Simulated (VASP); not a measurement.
# Zr (P6_3/mmc) in VASP: settings compared, part 2 of 2

VASP 6.6.1. The steps go on from the part before.

## 5. Relaxation of cell and atoms, LDA

This run uses another cell than the first one, of 21.82 Å³/atom, 0.937 times its volume.

The input, INCAR:

```
SYSTEM = Zr
PREC = Accurate
ENCUT = 600
EDIFF = 1E-7
ISMEAR = 1
SIGMA = 0.1
LREAL = .FALSE.
LASPH = .TRUE.
NELM = 80
ALGO = Normal
ISIF = 3
LWAVE = .FALSE.
LCHARG = .FALSE.
IBRION = 2
NSW = 90
EDIFFG = -0.005
```

The input, KPOINTS:

```
Automatic mesh
0
G
  15 15 7
  0 0 0
```

The input, POSCAR:

```
Zr                                      
1.0
    3.1490787832      0.0000000000      0.0000000000
   -1.5745393916      2.7271822201      0.0000000000
    0.0000000000      0.0000000000      5.0806420743
  Zr            
     2
Direct
     0.3333333300000021    0.6666666699999979    0.2500000000000000
     0.6666666699999979    0.3333333300000021    0.7500000000000000
```

Potentials or basis: VASP PAW LDA potentials, release 64 (Zr_sv).

Command:

```console
> cat potpaw_LDA.64/Zr_sv/POTCAR > POTCAR
> mpirun -np 1 vasp_std > vasp.out
```

OUTCAR:

```text
SYSTEM = Zr
   PREC = Accurate
   ENCUT = 600
   EDIFF = 1E-7
   ISMEAR = 1
   LREAL = .FALSE.
   LASPH = .TRUE.
   NELM = 80
   ISIF = 3
   IBRION = 2
   NSW = 90
   EDIFFG = -0.005

 ion  position               nearest neighbor table
   1  0.333  0.667  0.250-   2 3.12   2 3.12   2 3.12   2 3.12   2 3.12   2 3.12
   2  0.667  0.333  0.750-   1 3.12   1 3.12   1 3.12   1 3.12   1 3.12   1 3.12

  LATTYP: Found a hexagonal cell.
 ALAT       =     3.1490787832
 C/A-ratio  =     1.6133740767

  Lattice vectors:

 A1 = (   3.1490787832,   0.0000000000,   0.0000000000)
 A2 = (  -1.5745393916,   2.7271822201,   0.0000000000)
 A3 = (   0.0000000000,   0.0000000000,   5.0806420743)

Analysis of symmetry for initial positions (statically):
=====================================================================
 Subroutine PRICEL returns:
 Original cell was already a primitive cell.

 Routine SETGRP: Setting up the symmetry group for a
 hexagonal supercell.

 Subroutine GETGRP returns: Found 24 space group operations
 (whereof 12 operations were pure point group operations)
 out of a pool of 24 trial point group operations.

The static configuration has the point symmetry D_3d.
 The point group associated with its full space group is D_6h.

Analysis of symmetry for dynamics (positions and initial velocities):
=====================================================================
 Subroutine PRICEL returns:
 Original cell was already a primitive cell.

 Routine SETGRP: Setting up the symmetry group for a
 hexagonal supercell.

 Subroutine GETGRP returns: Found 24 space group operations
 (whereof 12 operations were pure point group operations)
 out of a pool of 24 trial point group operations.

The dynamic configuration has the point symmetry D_3d.
[... 174 lines left out ...]
     -0.00000      1.81812      1.27016        -0.000000      0.000000      0.000000
      1.57454      0.90906      3.81048         0.000000      0.000000      0.000000
 -----------------------------------------------------------------------------------
    total drift:                               -0.000010      0.000006     -0.000000

  FREE ENERGIE OF THE ION-ELECTRON SYSTEM (eV)
  ---------------------------------------------------
  free  energy   TOTEN  =       -18.5845326791 eV

  energy  without entropy=      -18.5858155116  energy(sigma->0) =      -18.58496029

--------------------------------------- Ionic step        2  -------------------------------------------

 number of electron      24.0000000 magnetization

 Free energy of the ion-electron system (eV)
  ---------------------------------------------------
  ext. energy  EPLUGINS =         0.00000000
  ---------------------------------------------------
  free energy    TOTEN  =       -18.58453344 eV

  energy without entropy =      -18.58581167  energy(sigma->0) =      -18.58495951

 E-fermi :   9.5410     XC(G=0): -11.5916

 val. band max:        9.5373059720   @ k =   0.2667   0.2667   0.2857
 cond. band min:       9.5556567290   @ k =   0.3333   0.2667   0.2857
 fundamental gap:      0.0183507571
 Fermi energy:         9.5409644111

 k-point     1 :       0.0000    0.0000    0.0000
  band No.  band energies     occupation
      1     -38.9151      2.00000
      2     -38.7182      2.00000
      3     -17.6999      2.00000
      4     -16.6200      2.00000
      5     -16.6200      2.00000
      6     -16.4756      2.00000
[... 433 lines left out ...]
      3     -17.4293      2.00000
      4     -17.2296      2.00000
      5     -17.0800      2.00000
      6     -17.0557      2.00000
[... 8 lines left out ...]
     15      11.1954     -0.00000
     16      13.9844      0.00000

 [... further k-points ...]

------------------------ aborting loop because EDIFF is reached ----------------------------------------

  FORCE on cell =-STRESS in cart. coord.  units (eV):
  Direction    XX          YY          ZZ          XY          YZ          ZX
  --------------------------------------------------------------------------------------
  -------------------------------------------------------------------------------------
  Total       -0.0079410     -0.0079410     -0.0059083      0.0000000      0.0000000      0.0000000
  in kB       -0.2914621     -0.2914621     -0.2168535      0.0000000      0.0000000      0.0000000
  external PRESSURE =      -0.2665925 kB  Pullay stress =       0.0000000 kB

 VOLUME and BASIS-vectors are now :
 -----------------------------------------------------------------------------
  energy-cutoff  :      600.00
  volume of cell :       43.65
      direct lattice vectors                 reciprocal lattice vectors
     3.149275368  0.000000000  0.000000000     0.317533363  0.183327973  0.000000000
    -1.574637684  2.727352467  0.000000000    -0.000000000  0.366655946  0.000000000
    -0.000000000 -0.000000000  5.082228817     0.000000000 -0.000000000  0.196764065

 POSITION                                       TOTAL-FORCE (eV/Angst)
 -----------------------------------------------------------------------------------
     -0.00000      1.81823      1.27056        -0.000000      0.000000      0.000000
      1.57464      0.90912      3.81167         0.000000     -0.000000     -0.000000
 -----------------------------------------------------------------------------------
    total drift:                               -0.000010      0.000006     -0.000000

  FREE ENERGIE OF THE ION-ELECTRON SYSTEM (eV)
  ---------------------------------------------------
  free  energy   TOTEN  =       -18.5845334374 eV

  energy  without entropy=      -18.5858116660  energy(sigma->0) =      -18.58495951

 reached required accuracy - stopping structural energy minimisation
```

OSZICAR:

```text
N       E                     dE             d eps       ncg     rms          rms(c)
DAV:   1     0.235918831060E+03    0.23592E+03   -0.14693E+04  3456   0.167E+03
DAV:   2    -0.369560703005E+01   -0.23961E+03   -0.23729E+03  4304   0.443E+02
[... 12 lines left out ...]
DAV:   1    -0.185845784583E+02   -0.45701E-04   -0.17221E-03  3880   0.440E-01    0.633E-02
DAV:   2    -0.185845395705E+02    0.38888E-04   -0.12350E-04  4032   0.109E-01    0.202E-02
DAV:   3    -0.185845315674E+02    0.80031E-05   -0.50941E-05  5344   0.558E-02    0.130E-02
DAV:   4    -0.185845326690E+02   -0.11016E-05   -0.23273E-06  4432   0.117E-02    0.520E-03
DAV:   5    -0.185845334160E+02   -0.74701E-06   -0.24843E-06  5376   0.967E-03    0.193E-03
DAV:   6    -0.185845334374E+02   -0.21435E-07   -0.64047E-08  2448   0.256E-03
   2 F= -.18584533E+02 E0= -.18584960E+02  d E =-.758374E-06
```

CONTCAR:

```text
Zr
   1.00000000000000
     3.1492753675297624    0.0000000000000000    0.0000000000000000
    -1.5746376837648812    2.7273524671226856    0.0000000000000000
    -0.0000000000000000   -0.0000000000000000    5.0822288173705035
  Zr
     2
Direct
     0.3333333300000021    0.6666666699999979    0.2500000000000000
     0.6666666699999979    0.3333333300000021    0.7500000000000000

  0.00000000E+00  0.00000000E+00  0.00000000E+00
  0.00000000E+00  0.00000000E+00  0.00000000E+00
```

Wall time 53 s (1 thread of Intel Xeon 6975P-C (Granite Rapids), shared host); peak memory 0.2 GiB.

What came out:

```
Free energy                            : -18.5845 eV
Relaxed volume                         : 21.83 Å³/atom
Relaxed cell                           : a = 3.149 Å, b = 3.149 Å, c = 5.082 Å, α = 90.00°, β = 90.00°, γ = 120.00°
Space group after relaxing (to 0.05 Å) : P6_3/mmc (No. 194)
Energy gained by relaxing              : 0.0 meV/atom
Ionic steps                            : 2
Pressure after relaxing                : 0.0 GPa
Band gap on the k mesh                 : none (metal or under the smearing width)
```

Final structure:
```
Zr
1.0
     3.14928    0.00000    0.00000
    -1.57464    2.72735    0.00000
     0.00000    0.00000    5.08223
Zr
2
Direct
  0.33333 0.66667 0.25000
  0.66667 0.33333 0.75000
```

## 6. Relaxation of cell and atoms, PBE

The input, INCAR:

```
PREC = Accurate ; ENCUT = 600
EDIFF = 1E-6 ; ISMEAR = 1
SIGMA = 0.1 ; LREAL = False
LASPH = True ; NELM = 80
ALGO = Normal ; ISIF = 3
LWAVE = False ; LCHARG = False
GGA = PE ; IBRION = 2
NSW = 90 ; EDIFFG = -0.01
```

The input, KPOINTS:

```
regular mesh
0
Gamma
  15 15 7
```

The input, POSCAR:

```
Zr
1.0
    3.2320000000      0.0000000000      0.0000000000
   -1.6160000000      2.7989941000      0.0000000000
    0.0000000000      0.0000000000      5.1470000000
Zr
2
Direct
    0.3333333300      0.6666666700      0.2500000000
    0.6666666700      0.3333333300      0.7500000000
```

Potentials or basis: VASP PAW PBE potentials, release 64 (Zr_sv).

Command:

```console
> cat potpaw_PBE.64/Zr_sv/POTCAR > POTCAR
> mpirun -np 1 vasp_std > vasp.out
```

Run time: 2 min. Hardware: 1 thread of Intel Xeon Platinum 8488C (Sapphire Rapids), shared host; peak memory 0.23 GiB.

The run converged. Its results:

- Free energy: -17.0427 eV
- Relaxed volume: 23.39 Å³/atom
- Relaxed cell: a = 3.233 Å, b = 3.233 Å, c = 5.166 Å, α = 90.00°, β = 90.00°, γ = 120.00°
- Space group after relaxing (to 0.05 Å): P6_3/mmc (No. 194)
- Energy gained by relaxing: 0.2 meV/atom
- Ionic steps: 4
- Pressure after relaxing: 0.0 GPa
- Band gap on the k mesh: none (metal or under the smearing width)

Stress tensor (GPa, compression positive):
```
-0.04  0.00  0.00
 0.00 -0.04  0.00
 0.00  0.00  0.04
```

Step by step:
```csv
step,energy change (eV),largest force (eV/Å),pressure (GPa),volume (Å³)
1,0.0000,0.0000,0.46,46.56
2,-0.0001,0.0000,-0.47,47.01
3,-0.0004,0.0000,-0.05,46.80
4,-0.0005,0.0000,-0.01,46.78
```

Final structure:
```
Zr
1.0
     3.23346    0.00000    0.00000
    -1.61673    2.80026    0.00000
     0.00000    0.00000    5.16645
Zr
2
Direct
  0.33333 0.66667 0.25000
  0.66667 0.33333 0.75000
```

Levels at points of the mesh, in eV from the Fermi level:
| k point | band 9 | band 10 | band 11 | band 12 | band 13 | band 14 | band 15 | band 16 |
| --- | --- | --- | --- | --- | --- | --- | --- | --- |
| (0.00, 0.00, 0.00) | -5.66 | -3.03 | 0.85 | 0.85 | 0.97 | 1.11 | 1.54 | 1.54 |

PBE usually gives volumes a little too large and moduli too small. Zero-point motion and thermal expansion aren't in these numbers.

## 7. The runs side by side

| level | potentials or basis | gap on the mesh (eV) | pressure (GPa) | relaxed volume (Å³/atom) |
| --- | --- | --- | --- | --- |
| PBEsol | VASP PAW PBE potentials, release 64 (Zr_sv) | none | 0.0 | 22.48 |
| LDA | VASP PAW LDA potentials, release 64 (Zr_sv) | none | 0.0 | 21.83 |
| PBE | VASP PAW PBE potentials, release 64 (Zr_sv) | none | 0.0 | 23.39 |

Alike in all rows: task relaxation of cell and atoms; no spin polarisation; cell relaxed; k mesh 15 × 15 × 7; cutoff (eV) 600; smearing methfessel-paxton 0.1 eV.

Caveats: the PAW data sets were made with another functional, which shifts forces and pressure a little (some runs).

Total energies depend on the potentials used, so only differences within one code and one set of settings carry meaning.
